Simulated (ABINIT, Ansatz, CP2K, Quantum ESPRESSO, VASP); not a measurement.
**One calculation of TiSi2, 6 ways**

```
Ti Si
1.0
     4.37464    0.00000    0.00000
    -2.18732    3.78855    0.00000
     0.00000    0.00000    2.56101
Ti Si
1 2
Direct
  0.00000 0.00000 0.00000
  0.33333 0.66667 0.50000
  0.66667 0.33333 0.50000
```

The cell comes from a database or a generator and needn't be the stable form of this composition.

Alike in all runs: task single point; functional PBE; k mesh 7 × 7 × 10; occupations fermi-dirac, width 0.05 eV; no spin polarisation; no spin-orbit coupling. Pressure is positive in compression and, in plane waves, holds the error of the finite cutoff, which Ansatz's Pulay term estimates and takes out.

| program and potentials | plane-wave cutoff (eV) | notes | pressure (GPa) |
| --- | --- | --- | --- |
| Ansatz, Ansatz PAW | 420 | Pulay term of +0.03 GPa included | -0.17 |
| ABINIT, JTH PAW PBE v2.0 | 408 | - | -0.02 |
| Ansatz, all-electron LAPW, scalar-relativistic | - | - | -0.18 |
| CP2K, POTENTIAL_UZH Ti GTH-PBE-q12, Si GTH-PBE-q4; TZVP-MOLOPT-PBE-GTH basis | - | atomic basis | -0.47 |
| Quantum ESPRESSO, SSSP 1.3 efficiency PBE | 748 | - | -0.18 |
| VASP, PBE PAW files Si, Ti_sv, 520 eV | 520 | - | -0.25 |

The pressure spans -0.47 (CP2K, POTENTIAL_UZH Ti GTH-PBE-q12, Si GTH-PBE-q4; TZVP-MOLOPT-PBE-GTH basis) to -0.02 GPa (ABINIT, JTH PAW PBE v2.0), with all-electron results at -0.18. Rows in atomic bases carry the error of their basis and grid, which can be large.

The functional is the same throughout but for its coding, so the spread measures potentials, basis and numerics; runs on potential files found faulty are left out.
